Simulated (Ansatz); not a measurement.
# SnS2: the cost of one run

Method: DFT PBE, scalar-relativistic, plane waves, PAW, in Ansatz 0.2.0.

5 further runs of the same task are left out: 5 set aside as unsound or not needed.

**1. The system as given**

It takes space group P-3m1 (No. 164, trigonal). Conventional cell: a = 3.703 Å, b = 3.703 Å, c = 6.828 Å, α = 90.00°, β = 90.00°, γ = 120.00°. Around Sn (site symmetry -3m) lie 6 S at 2.60 Å. Around S (site symmetry 3m) lie 3 Sn at 2.60 Å.

As a file:

```
Sn S
1.0
     3.70312    0.00000    0.00000
    -1.85156    3.20700    0.00000
     0.00000    0.00000    6.82768
Sn S
1 2
Direct
  0.00000 0.00000 0.00000
  0.33333 0.66667 0.21645
  0.66667 0.33333 0.78355
```

It goes back to an entry of the Materials Project.

It is the result of an earlier relaxation at this level (volume 27.03 Å³/atom; gap on the mesh: 1.54 eV).

The host's static dielectric tensor, from an earlier linear-response run, has a mean of 12.34.

**2. The perfect supercell**

Input file input.yaml:

```yaml
crystal:
  lattice:
    - [3.703124914, -6.4140004978, 0.0]
    - [-3.703124914, 0.0, 6.8276761428]
    - [-5.554687371, -3.2070002489, -6.8276761428]
  atoms:
    - { symbol: Sn, position: [0.6666666667, 0.6666666667, 0.6666666667] }
    - { symbol: Sn, position: [0.1666666667, 0.6666666667, 0.6666666667] }
    - { symbol: Sn, position: [0.8333333333, 0.3333333333, 0.3333333333] }
    - { symbol: Sn, position: [0.3333333333, 0.3333333333, 0.3333333333] }
    - { symbol: Sn, position: [0.5, 0.0, 0.0] }
    - { symbol: Sn, position: [0.0, 0.0, 0.0] }
    - { symbol: S, position: [0.424963887, 0.699855548, 0.4834055593] }
    - { symbol: S, position: [0.924963887, 0.699855548, 0.4834055593] }
    - { symbol: S, position: [0.5916305537, 0.3665222147, 0.150072226] }
    - { symbol: S, position: [0.0916305537, 0.3665222147, 0.150072226] }
    - { symbol: S, position: [0.2582972203, 0.0331888814, 0.8167388927] }
    - { symbol: S, position: [0.7582972203, 0.0331888814, 0.8167388927] }
    - { symbol: S, position: [0.7417027797, 0.9668111186, 0.1832611073] }
    - { symbol: S, position: [0.2417027797, 0.9668111186, 0.1832611073] }
    - { symbol: S, position: [0.9083694463, 0.6334777853, 0.849927774] }
    - { symbol: S, position: [0.4083694463, 0.6334777853, 0.849927774] }
    - { symbol: S, position: [0.575036113, 0.300144452, 0.5165944407] }
    - { symbol: S, position: [0.075036113, 0.300144452, 0.5165944407] }
basis:
  ecutwfc: 420
  xc_grid: 2
kpoints:
  mp_grid: { grid: [1, 1, 1], shift: [0.0, 0.0, 0.0] }
hamiltonian:
  xc: pbe
scf:
  occupations: { method: gaussian, width: 0.01 }
output:
  forces: true
  stress: true
  eigenvalues: true
```

Started as:

```sh
ansatz run input.yaml --threads 4 --pin off --max-ram 10240MiB --backend cpu --events-out ev --progress --plain --runs-dir out
```

What time and memory should one allow on 4 threads of Intel Xeon at 2.50GHz (Skylake/Cascade Lake), shared host?

About 3.5 s, with a peak of 0.54 GiB.
